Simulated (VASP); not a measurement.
The system is Ta.

```
CELL_PARAMETERS angstrom
0.00000 2.08834 2.08834
2.08834 0.00000 2.08834
2.08834 2.08834 0.00000
ATOMIC_POSITIONS crystal
Ta 0.00000 0.00000 0.00000
```

This isn't the form of Ta at room conditions, which is bcc.

Base run:

| Item | Value |
| --- | --- |
| Program | VASP 6.6.1 |
| Functional | PBEsol |
| Potentials or basis | VASP PAW PBE potentials, release 64 (Ta_pv) |
| Cutoff | 520 eV |
| k mesh | 18 × 18 × 18 |
| Occupations | gaussian, width 0.5 eV |
| Spin | no spin polarisation |

Its results: band gap on the k mesh none (metal or under the smearing width); pressure 0.6 GPa.

The run is repeated on the same cell with these changes: cutoff from 520 eV to 700 eV; occupations from gaussian, width 0.5 eV to gaussian, width 0.1 eV. What comes out?

Band gap on the k mesh none (metal or under the smearing width); pressure 0.0 GPa.

Caveats: the PAW data sets were made with another functional, which shifts forces and pressure a little.
